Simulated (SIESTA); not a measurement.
Wanted: the native input for a SIESTA 5.4.2 run.

| Quantity | Value |
| --- | --- |
| Task | phonons |
| Functional | PBE |
| Potentials or basis | PseudoDojo 0.4 standard (PBE files) |
| Basis | DZP (energy shift 0.003 Ry; two zetas on semicore shells) |
| Grid cutoff | 750 Ry |
| Energy shift | 0.003 Ry |
| k mesh | 7 × 7 × 7 |
| Occupations | fermi-dirac, width 0.05 eV |
| Spin | no spin polarisation |
| Displacement | 0.04 bohr |

Sn:

```
Sn
1.0
    -2.96447    2.96445    1.63805
     2.96445   -2.96447    1.63805
     2.96384    2.96384   -1.63808
Sn
2
Direct
  0.00000 0.00000 0.00000
  0.75000 0.25000 0.50000
```

The cell isn't the ideal one: relaxed by the run before.

These files were run (other wordings do the same):

Sn.fdf

```
SystemName                      Sn
SystemLabel                     Sn
NumberOfSpecies                 1
NumberOfAtoms                   2
%block ChemicalSpeciesLabel
  1  50 Sn
%endblock ChemicalSpeciesLabel

LatticeConstant                 1.0 Ang
%block LatticeVectors
    -2.9644690000     2.9644510000     1.6380480000
     2.9644510000    -2.9644690000     1.6380480000
     2.9638430000     2.9638430000    -1.6380820000
%endblock LatticeVectors
AtomicCoordinatesFormat         Fractional
%block AtomicCoordinatesAndAtomicSpecies
    -0.0000040000     0.0000040000     0.0000000000  1  Sn
     0.7500040000     0.2499960000     0.5000000000  1  Sn
%endblock AtomicCoordinatesAndAtomicSpecies

%block kgrid.MonkhorstPack
    7   0   0  0.0
    0   7   0  0.0
    0   0   7  0.0
%endblock kgrid.MonkhorstPack
XC.Functional                   GGA
XC.Authors                      PBE
PAO.BasisSize                   DZP
PAO.EnergyShift                 0.003 Ry
Mesh.Cutoff                     750 Ry
OccupationFunction              FD
ElectronicTemperature           0.05 eV
MaxSCFIterations                120
SCF.MustConverge                false
SCF.Mixer.Method                Pulay
SCF.Mixer.Weight                0.25
SCF.Mixer.History               8
SCF.DM.Tolerance                1.0e-05
SCF.H.Tolerance                 1.0e-04 eV
WriteForces                     true
Charge.Mulliken                 end
MD.TypeOfRun                    FC
FC.First                        1
FC.Last                         2
FC.Displacement                 0.04 Bohr
%block PAO.Basis
  Sn 4
  n=5 0 2
    6.432 0.000
  n=5 1 2
    8.686 0.000
  n=4 2 2
    3.759 0.000
  n=5 2 1
    8.686
%endblock PAO.Basis
```

vibra.fdf

```
SystemLabel                     Sn
NumberOfAtoms                   2
LatticeConstant                 1.0 Ang
%block LatticeVectors
    -2.9644690000     2.9644510000     1.6380480000
     2.9644510000    -2.9644690000     1.6380480000
     2.9638430000     2.9638430000    -1.6380820000
%endblock LatticeVectors
AtomicCoordinatesFormat         NotScaledCartesianAng
%block AtomicCoordinatesAndAtomicSpecies
     0.0000237157    -0.0000237157     0.0000000000 1 118.7100
    -0.0003412157     2.9641662157     0.8190070000 1 118.7100
%endblock AtomicCoordinatesAndAtomicSpecies
SuperCell_1                     0
SuperCell_2                     0
SuperCell_3                     0
AtomicDispl                     0.04 Bohr
BandLinesScale                  ReciprocalLatticeVectors
%block BandLines
  1  0.0 0.0 0.0  \Gamma
%endblock BandLines
```

Potentials or basis: PseudoDojo 0.4 standard (PBE files), DZP (energy shift 0.003 Ry; two zetas on semicore shells).

Command:

```console
$ siesta < Sn.fdf > Sn.out 2>&1
$ vibra < vibra.fdf > vibra.out
```

It gave:

```json
{
 "Highest phonon frequency at Γ": "115 cm⁻¹"
}
```

Wall time 15 min on 1 thread of Intel(R) Xeon(R) 6975P-C (Granite Rapids) (shared host), peak memory 0.69 GiB.
